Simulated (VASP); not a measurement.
SiSe2:

```
Si Se
1.0
    -2.99900    4.83450    2.92550
     2.99900   -4.83450    2.92550
     2.99900    4.83450   -2.92550
Si Se
2 4
Direct
  0.75000 0.75000 0.00000
  0.25000 0.25000 0.00000
  0.12342 0.21163 0.33505
  0.87658 0.78837 0.66495
  0.62342 0.28837 0.91179
  0.37658 0.71163 0.08821
```

```yaml
Program: VASP 6.6.1
Task: relaxation of cell and atoms
Functional: PBE
Potentials_or_basis: VASP PAW PBE potentials, release 64 (Si, Se)
Cutoff: 300 eV
k_mesh: 4 × 4 × 4
Occupations: gaussian, width 0.03 eV
Spin: no spin polarisation
```

At the start: pressure 2.8 GPa; volume 28.28 Å³/atom.

Problem. Where does the relaxation end?

Solution. Over 21 steps the energy falls by 20.7 meV/atom and the volume is 33.94 Å³/atom (+20.0 %); space group Ibam (No. 72, to 0.05 Å).

The path:
```tsv
step	energy change (eV)	largest force (eV/Å)	pressure (GPa)	volume (Å³)
1	0.0000	0.4970	2.83	169.66
2	0.0039	0.7779	-2.13	182.23
3	-0.0620	0.1695	0.19	175.65
4	-0.0691	0.1612	0.17	176.87
5	-0.0871	0.1339	0.15	180.56
6	-0.1103	0.0708	0.17	188.04
7	-0.1170	0.1176	0.48	203.41
8	-0.1195	0.0768	-0.21	208.20
9	-0.1202	0.0334	0.00	206.67
10	-0.1214	0.0285	0.01	206.48
11	-0.1224	0.0500	0.03	206.11
12	-0.1228	0.0209	-0.09	206.22
13	-0.1228	0.0192	-0.13	206.26
14	-0.1230	0.0178	-0.12	206.06
15	-0.1236	0.0140	-0.11	205.46
16	-0.1242	0.0160	-0.08	204.26
17	-0.1242	0.0183	-0.07	203.94
18	-0.1243	0.0260	0.05	203.48
19	-0.1243	0.0091	0.01	203.66
20	-0.1243	0.0081	0.01	203.67
21	-0.1244	0.0084	-0.01	203.64
```

Final structure:
```xyz
6
Lattice="-3.2128 5.3426 2.9660 3.2128 -5.3426 2.9660 3.2128 5.3426 -2.9660" Properties=species:S:1:pos:R:3 pbc="T T T"
Si    0.0000    0.0000    4.4490
Si    0.0000    0.0000    1.4830
Se    1.2599    1.2334    0.0000
Se    1.9529    4.1092    2.9660
Se    1.9529    6.5759    0.0000
Se    1.2599   -1.2334    2.9660
```

Caveat: the cutoff is under 1.25 times the usual one of these potentials, so pressure, stress and relaxed cells hold a basis-set (Pulay) error; the volume moved by over 15 % at a fixed basis, so the end points are rough; the volume moved by +20 % from the deposited cell, more than functionals usually miss.
